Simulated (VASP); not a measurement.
# Si5Ru (P6/mmm) in VASP: a series of runs, part 2 of 2

VASP 6.6.1. Earlier steps stand in the parts before.

**3. Relaxation of cell and atoms, PBE (random cell by space group and Wyckoff sites (P6/mmm, No. 191))**

INCAR reads:

```
  PREC = Accurate
  ENCUT = 600
  EDIFF = 1E-6
  ISMEAR = 0
  SIGMA = 0.1
  LREAL = False
  LASPH = True
  NELM = 60
  ALGO = Fast
  ISIF = 3
  LWAVE = False
  LCHARG = False
  GGA = PE
  IBRION = 2
  NSW = 100
  EDIFFG = -0.01
```

KPOINTS reads:

```
Automatic mesh
0
Gamma
  9 9 8
```

POSCAR reads:

```
Si5Ru
1.0
    4.7128903488      0.0000000000      0.0000000000
   -2.3564451744      4.0814827673      0.0000000000
    0.0000000000      0.0000000000      4.7080952948
Si Ru
5 1
Direct
    0.5000000000      0.0000000000      0.5000000000
    0.0000000000      0.5000000000      0.5000000000
    0.5000000000      0.5000000000      0.5000000000
    0.3333333333      0.6666666667      0.0000000000
    0.6666666667      0.3333333333      0.0000000000
    0.0000000000      0.0000000000      0.0000000000
```

Potentials or basis: VASP PAW PBE potentials, release 64 (Si, Ru_pv).

The run is started by

```sh
$ cat potpaw_PBE.64/Si/POTCAR potpaw_PBE.64/Ru_pv/POTCAR > POTCAR
$ mpirun -np 1 vasp_std > vasp.out
```

OUTCAR:

```text
PREC = Accurate
   ENCUT = 600
   EDIFF = 1E-6
   ISMEAR = 0
   LREAL = False
   LASPH = True
   NELM = 60
   ISIF = 3
   GGA = PE
   IBRION = 2
   NSW = 100
   EDIFFG = -0.01

 ion  position               nearest neighbor table
   1  0.500  0.000  0.500-   2 2.36   3 2.36   3 2.36   2 2.36   4 2.72   5 2.72   4 2.72   5 2.72

   2  0.000  0.500  0.500-   1 2.36   1 2.36   3 2.36   3 2.36   4 2.72   5 2.72   4 2.72   5 2.72

   3  0.500  0.500  0.500-   1 2.36   1 2.36   2 2.36   2 2.36   4 2.72   5 2.72   4 2.72   5 2.72

   4  0.333  0.667  0.000-   1 2.72   1 2.72   2 2.72   2 2.72   3 2.72   3 2.72   5 2.72   6 2.72
                             5 2.72   6 2.72   6 2.72   5 2.72
   5  0.667  0.333  0.000-   1 2.72   1 2.72   2 2.72   2 2.72   3 2.72   3 2.72   4 2.72   6 2.72
                             4 2.72   6 2.72   6 2.72   4 2.72
   6  0.000  0.000  0.000-   4 2.72   5 2.72   4 2.72   5 2.72   5 2.72   4 2.72

  LATTYP: Found a hexagonal cell.
 ALAT       =     4.7128903488
 C/A-ratio  =     0.9989825662

  Lattice vectors:

 A1 = (   4.7128903488,   0.0000000000,   0.0000000000)
 A2 = (  -2.3564451744,   4.0814827673,   0.0000000000)
 A3 = (   0.0000000000,   0.0000000000,   4.7080952948)

Analysis of symmetry for initial positions (statically):
=====================================================================
 Subroutine PRICEL returns:
 Original cell was already a primitive cell.

 Routine SETGRP: Setting up the symmetry group for a
 hexagonal supercell.

 Subroutine GETGRP returns: Found 24 space group operations
 (whereof 24 operations were pure point group operations)
 out of a pool of 24 trial point group operations.

The static configuration has the point symmetry D_6h.

Analysis of symmetry for dynamics (positions and initial velocities):
=====================================================================
 Subroutine PRICEL returns:
 Original cell was already a primitive cell.

 Routine SETGRP: Setting up the symmetry group for a
 hexagonal supercell.

 Subroutine GETGRP returns: Found 24 space group operations
 (whereof 24 operations were pure point group operations)
 out of a pool of 24 trial point group operations.

The dynamic configuration has the point symmetry D_6h.

 Subroutine INISYM returns: Found 24 space group operations
 (whereof 24 operations are pure point group operations),
 and found     1 'primitive' translations

----------------------------------------------------------------------------------------

                                     Primitive cell

  volume of cell :      90.5629

  direct lattice vectors                    reciprocal lattice vectors
     4.712890349  0.000000000  0.000000000     0.212184016  0.122504499  0.000000000
    -2.356445174  4.081482767  0.000000000     0.000000000  0.245008997  0.000000000
     0.000000000  0.000000000  4.708095295     0.000000000  0.000000000  0.212400119

  length of vectors
     4.712890349  4.712890349  4.708095295     0.245008997  0.245008997  0.212400119

  position of ions in fractional coordinates (direct lattice)
[... 68 lines left out ...]
 [... further k-points ...]
   k-points           NKPTS =     60   k-points in BZ     NKDIM =     60   number of bands    NBANDS=     21
   number of dos      NEDOS =    301   number of ions     NIONS =      6
   total plane-waves  NPLWV =  64000
   dimension x,y,z NGX =    40 NGY =   40 NGZ =   40
   dimension x,y,z NGXF=    80 NGYF=   80 NGZF=   80
   ions per type =               5   1
   NGX,Y,Z   is equivalent  to a cutoff of  14.11, 14.11, 14.12 a.u.
   NGXF,Y,Z  is equivalent  to a cutoff of  28.22, 28.22, 28.25 a.u.
 SYSTEM =  unknown system
   PREC   = accura    normal or accurate (medium, high low for compatibility)
   ISTART =      0    job   : 0-new  1-cont  2-samecut
   ICHARG =      2    charge: 1-file 2-atom 10-const
   ISPIN  =      1    spin polarized calculation?
   LNONCOLLINEAR =      F non collinear calculations
   LSORBIT =      F    spin-orbit coupling
   LASPH  =      T    aspherical Exc in radial PAW
   ENCUT  =  600.0 eV  44.10 Ry    6.64 a.u.   9.41  9.41  9.40*2*pi/ulx,y,z
   NELM   =     60;   NELMIN=  2; NELMDL= -5     # of ELM steps
   EDIFF  = 0.1E-05   stopping-criterion for ELM
   LREAL  =      F    real-space projection
   EDIFFG = -.1E-01   stopping-criterion for IOM
   NSW    =    100    number of steps for IOM
   IBRION =      2    ionic relax: 0-MD 1-quasi-New 2-CG
   NFREE  =      1    steps in history (QN), initial steepest desc. (CG)
   ISIF   =      3    stress and relaxation
   ISYM   =      2    0-nonsym 1-usesym 2-fastsym
   POTIM  = 0.5000    time-step for ionic-motion
   TEBEG  =    0.0;   TEEND  =   0.0 temperature during run
   PSTRESS=    0.0 pullay stress
   NELECT =      34.0000    total number of electrons
   NUPDOWN=      -1.0000    fix difference up-down
   EMIN   =  10.00;   EMAX   =-10.00  energy-range for DOS
   EFERMI =   0.00;   METHOD = LEGACY
   ISMEAR =     0;   SIGMA  =   0.10  broadening in eV -4-tet -1-fermi 0-gaus
   EFERMI_NEDOS =   21; number of points for ismear=-14 and -15
   IALGO  =     68    algorithm
   IMIX   =      4    mixing-type and parameters
     AMIX     =   0.40;   BMIX     =  1.00
     AMIX_MAG =   1.60;   BMIX_MAG =  1.00
  volume/ion in A,a.u.               =      15.09       101.86
  Fermi-wavevector in a.u.,A,eV,Ry     =   1.181003  2.231772 18.976968  1.394768
  Thomas-Fermi vector in A             =   2.317285
   LORBIT       =      0    0 simple, 1 ext, 2 COOP (PROOUT), +10 PAW based schemes
   GGA     = PE    functional components
   LHFCALC =     F    Hartree Fock is set to
   AEXX    =    0.0000 exact exchange contribution
   IVDW    =     0    specifies the selected vdW correction
   LEPSILON=     F    determine dielectric tensor
   LRPA    =     F    only Hartree local field effects (RPA)
 conjugate gradient relaxation of ions
 non-spin polarized calculation
 RMM-DIIS sequential band-by-band and
 Gauss-broadening in eV      SIGMA  =   0.10
  energy-cutoff  :      600.00
  volume of cell :       90.56
 maximum number of plane-waves:      3047
 NGX is ok and might be reduce to    40
   NGX = 19   NGY = 19   NGZ = 19

--------------------------------------- Ionic step        1  -------------------------------------------

 number of electron      33.9999998 magnetization

 Free energy of the ion-electron system (eV)
  ---------------------------------------------------
  ext. energy  EPLUGINS =         0.00000000
  ---------------------------------------------------
  free energy    TOTEN  =       -32.51054025 eV

  energy without entropy =      -32.49554754  energy(sigma->0) =      -32.50304390

------------------------ aborting loop because EDIFF is reached ----------------------------------------

  FORCE on cell =-STRESS in cart. coord.  units (eV):
  Direction    XX          YY          ZZ          XY          YZ          ZX
  --------------------------------------------------------------------------------------
  -------------------------------------------------------------------------------------
  Total        0.0802025      0.0802025      0.3123050     -0.0000000     -0.0000000      0.0000000
  in kB        1.4188876      1.4188876      5.5250855     -0.0000000     -0.0000000      0.0000000
  external PRESSURE =       2.7876202 kB  Pullay stress =       0.0000000 kB
[... 107 lines left out ...]
--------------------------------------- Ionic step        4  -------------------------------------------

 number of electron      33.9999998 magnetization

 Free energy of the ion-electron system (eV)
  ---------------------------------------------------
  ext. energy  EPLUGINS =         0.00000000
  ---------------------------------------------------
  free energy    TOTEN  =       -32.51118359 eV

  energy without entropy =      -32.49595164  energy(sigma->0) =      -32.50356761

 E-fermi :   9.6643     XC(G=0): -11.2952

 val. band max:        9.6638450030   @ k =   0.2222   0.2222   0.2500
 cond. band min:       9.6851059379   @ k =   0.3333   0.1111   0.2500
 fundamental gap:      0.0212609350
 Fermi energy:         9.6643014528

 k-point     1 :       0.0000    0.0000    0.0000
  band No.  band energies     occupation
      1     -32.7493      2.00000
      2     -32.7493      2.00000
      3     -32.5339      2.00000
      4      -4.3912      2.00000
      5       1.5068      2.00000
      6       1.7631      2.00000
[... 565 lines left out ...]
     20      10.8465      0.00000
     21      13.2223      0.00000

 [... further k-points ...]

------------------------ aborting loop because EDIFF is reached ----------------------------------------

  FORCE on cell =-STRESS in cart. coord.  units (eV):
  Direction    XX          YY          ZZ          XY          YZ          ZX
  --------------------------------------------------------------------------------------
  -------------------------------------------------------------------------------------
  Total       -0.0136158     -0.0136158     -0.0003047     -0.0000000      0.0000000      0.0000000
  in kB       -0.2399251     -0.2399251     -0.0053688     -0.0000000      0.0000000      0.0000000
  external PRESSURE =      -0.1617396 kB  Pullay stress =       0.0000000 kB
[... 21 lines left out ...]
  FREE ENERGIE OF THE ION-ELECTRON SYSTEM (eV)
  ---------------------------------------------------
  free  energy   TOTEN  =       -32.5111835892 eV

  energy  without entropy=      -32.4959516377  energy(sigma->0) =      -32.50356761

 reached required accuracy - stopping structural energy minimisation
```

Run time: 4.9 min. Hardware: 1 thread of Intel Xeon Platinum 8488C (Sapphire Rapids), shared host; peak memory 0.33 GiB.

Results:

- Free energy: -32.5112 eV
- Relaxed volume: 15.15 Å³/atom
- Relaxed cell: a = 4.712 Å, b = 4.712 Å, c = 4.728 Å, α = 90.00°, β = 90.00°, γ = 120.00°
- Space group after relaxing (to 0.05 Å): P6/mmm (No. 191)
- Energy gained by relaxing: 0.1 meV/atom
- Ionic steps: 4
- Pressure after relaxing: 0.0 GPa
- Band gap on the k mesh: none (metal or under the smearing width)

The path:
| step | energy change (eV) | largest force (eV/Å) | pressure (GPa) | volume (Å³) |
| --- | --- | --- | --- | --- |
| 1 | 0.0000 | 0.0000 | 0.28 | 90.56 |
| 2 | -0.0005 | 0.0000 | -0.07 | 90.91 |
| 3 | -0.0005 | 0.0000 | -0.13 | 90.95 |
| 4 | -0.0006 | 0.0000 | -0.02 | 90.92 |

Final structure:
```cif
data_structure
_symmetry_space_group_name_H-M 'P 1'
_symmetry_Int_Tables_number 1
_cell_length_a 4.7124
_cell_length_b 4.7124
_cell_length_c 4.7279
_cell_angle_alpha 90.000
_cell_angle_beta 90.000
_cell_angle_gamma 120.000
_cell_volume 90.92
loop_
_atom_site_label
_atom_site_type_symbol
_atom_site_fract_x
_atom_site_fract_y
_atom_site_fract_z
_atom_site_occupancy
Si1 Si 0.50000 0.00000 0.50000 1
Si2 Si 0.00000 0.50000 0.50000 1
Si3 Si 0.50000 0.50000 0.50000 1
Si4 Si 0.33333 0.66667 0.00000 1
Si5 Si 0.66667 0.33333 0.00000 1
Ru1 Ru 0.00000 0.00000 0.00000 1
```
